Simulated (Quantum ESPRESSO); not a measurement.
## Mo in Quantum ESPRESSO: the effect of functional

Mo:

```
Mo
1.0
    -1.58381    1.58381    1.58381
     1.58381   -1.58381    1.58381
     1.58381    1.58381   -1.58381
Mo
1
Direct
  0.00000 0.00000 0.00000
```

Alike in all runs:

```yaml
Program: Quantum ESPRESSO 7.5
Task: phonons
Cutoff: 612 eV
Density_cutoff: 4898 eV
k_mesh: 10 × 10 × 10
Occupations: cold, width 0.2 eV
Spin: no spin polarisation
```

Each run relaxes the cell or the atoms first.

One run gave: relaxed volume 15.93 Å³/atom; highest phonon frequency 249 cm⁻¹. Which functional did it use?
A. RPBE
B. vdW-DF-cx
C. PBEsol
D. LDA
E. BLYP

A.

```tsv
functional	potentials or basis	relaxed volume (Å³/atom)	highest phonon frequency (cm⁻¹)
LDA	GBRV 1.5 LDA	15.00	271
PBE	GBRV 1.5 PBE	15.72	255
PBEsol	GBRV 1.5 PBEsol	15.25	266
BLYP	GBRV 1.5 PBE	16.34	230
PW91	GBRV 1.5 PBE	15.73	251
RPBE	GBRV 1.5 PBE	15.93	249
vdW-DF-cx	GBRV 1.5 PBE	15.32	267
```

Caveats: the mesh is thin for the phonons of a metal; the potentials were made for another functional, which shifts forces and pressure (some runs).
